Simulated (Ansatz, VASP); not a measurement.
HfB5: VASP beside Ansatz

```
CELL_PARAMETERS angstrom
3.48393 0.00000 0.00000
0.00000 3.48393 0.00000
0.00000 0.00000 4.67216
ATOMIC_POSITIONS crystal
Hf 0.50000 0.50000 0.00000
B 0.20217 0.20217 0.50000
B 0.79783 0.79783 0.50000
B 0.20217 0.79783 0.50000
B 0.79783 0.20217 0.50000
B 0.50000 0.50000 0.50000
```

Alike in both runs: task single point; functional PBE; k mesh 6 × 6 × 4; occupations gaussian, width 0.1 eV; no spin polarisation.

|  | VASP | Ansatz |
| --- | --- | --- |
| version | VASP 6.6.1 | Ansatz 0.2.0 |
| potentials or method | VASP PAW PBE potentials, release 64 (Hf_pv, B) | scalar-relativistic, plane waves, PAW |
| plane-wave cutoff (eV) | 520 | 420 |
| valence electrons in the cell | 25 | 41 |

Ansatz gave:

| Property | Result |
| --- | --- |
| gap on the k mesh at the Fermi level (eV) | none |
| rms of the force components (eV/Å) | 3.936 |

**Question.** Which values does VASP return?

**Answer.** gap on the k mesh at the Fermi level (eV): none; rms of the force components (eV/Å): 3.966.

Atom by atom the forces differ by 0.030 eV/Å (rms over components). A gap of «none» marks a metal or a gap that the smearing closes. The two sets of potentials don't hold the same shells in valence.

Caveats: forces of over 1 eV/Å show positions far from the minimum, so gaps and moduli don't describe the material at rest. The runs have no spin-orbit coupling, so splittings on Hf are missing.
